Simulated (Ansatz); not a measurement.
# A series in volume per atom on PbS

Results calculated with Ansatz 0.2 development, not measured. All-electron LAPW DFT of a crystal on the k mesh given, cartesian forces, stress positive in compression, open shells may miss their lowest state, no spin.

Cell of the first row (space group Fm-3m, No. 225):
```
CELL_PARAMETERS angstrom
0.00000 2.88370 2.88370
2.88370 0.00000 2.88370
2.88370 2.88370 0.00000
ATOMIC_POSITIONS crystal
Pb 0.00000 0.00000 0.00000
S 0.50000 0.50000 0.50000
```

Settings of every row: k mesh 8x8x8; k shift 0x0x0; occupations Fermi-Dirac; smearing width 0.06 eV; functional PBEsol; relativity scalar, some core shells by Dirac; nucleus point; basis error target 0.25 meV/atom; hardware server CPU, model not recorded, shared host; command ansatz run INPUT --backend cpu --pin off --threads 1.

```
row  volume per atom (Å³)  pressure (GPa)
  1                23.981            4.73
  2                24.763            2.39
  3                25.545            0.39
  4                26.327           -1.34
  5                27.109               ?
  6                27.891           -4.08
  7                28.673           -5.15
```

Question: what pressure should row 5 give?

Worked fit of pressure. Take u = (V_r/V)^(2/3) − 1 with V_r = 25.936 Å³ an atom, which is twice the finite (Eulerian) strain; such expansions in the strain, on which the Birch-Murnaghan equation of state is built, carry the rest volume and the bulk modulus. The shown rows have u = 0.05364, 0.03134, 0.01018, -0.00993, -0.04729, -0.0647. Least squares give pressure = −0.51 + 85.88 × u + 219.1 × u² GPa; a straight line predicts inner rows, each left out in turn, worse (root mean square 0.3 against 0.0054 GPa). The rows lie off it by 0.00, -0.01, 0.00, 0.00, 0.00, 0.00. The pressure vanishes at u = 0.0059, or V = 25.71 Å³ an atom, and there the bulk modulus at fixed shape and fractions is B = −V dP/dV = (2/3)(1 + u) dP/du = 59.3 GPa. The withheld row has u = -0.02906, so the fit gives −0.51 + 85.88 × (-0.02906) + 219.1 × (-0.02906)² = -2.82 GPa.

The calculation gave -2.82 GPa. The fit meets it to the printed digit.
